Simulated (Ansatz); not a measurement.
## Calculated coordination and ¹⁷O quadrupole coupling for BaTiO₃ under strain

Cell: a COD entry, relaxed with PBE at fixed cell and then changed (z stretched by 1 %, ions relaxed).

```xyz
5
Lattice="3.9841 0.0000 0.0000 0.0000 2.8371 2.8743 0.0000 -2.8371 2.8743" Properties=species:S:1:pos:R:3 pbc="T T T"
Ba    0.0000    0.0000    0.0464
Ti    1.9921    0.0000    3.0035
O     0.0000    0.0000    2.8211
O     1.9921   -1.3887    4.2393
O     1.9921    1.3887    4.2393
```

Atoms are numbered from 1 in the order listed; like atoms form one site, named after its first atom.

Level of theory: DFT, PBE, plane waves and PAW, scalar-relativistic, 420 eV cutoff, Γ-centred 8×8×8 k-points, Fermi–Dirac smearing 0.02 eV (Ansatz 0.2.0).

Q(¹⁷O) = -25.58 mb.

Q: Rank these O sites by |C_Q|, smallest first.
A. O3: 2 Ti at 2.00 Å, angle 170°; also 4 Ba at 2.77–2.97 Å
B. O4: 2 Ti at 1.86–2.19 Å, angle 173°; also 4 Ba at 2.79–2.88 Å

A: B (1.19 MHz, η = 0.02), A (1.78 MHz, η = 0.03).

At O4 and O3 V_zz points along the line of its two bonds (within 5°) in each case.
